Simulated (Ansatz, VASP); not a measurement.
**Hf: VASP beside Ansatz**

```xyz
1
Lattice="0.0000 2.3016 2.3016 2.3016 0.0000 2.3016 2.3016 2.3016 0.0000" Properties=species:S:1:pos:R:3 pbc="T T T"
Hf    0.0000    0.0000    0.0000
```

Alike in both runs: task single point; functional PBE; k mesh 14 × 14 × 14; occupations fermi-dirac, width 0.1 eV; no spin polarisation.

|  | VASP | Ansatz |
| --- | --- | --- |
| version | VASP 6.6.1 | Ansatz 0.2.0 |
| potentials or method | VASP PAW PBE potentials, release 64 (Hf_pv) | plane waves (420 eV) with PAW, scalar-relativistic |
| plane-wave cutoff (eV) | 520 | 420 |
| valence electrons in the cell | 10 | 26 |

|  | VASP | Ansatz | Ansatz less VASP |
| --- | --- | --- | --- |
| pressure (GPa) | -7.2 | -6.8 | +0.41 |

The two sets of potentials don't hold the same shells in valence.

Spin-orbit coupling is left out, which matters for the levels of Hf.
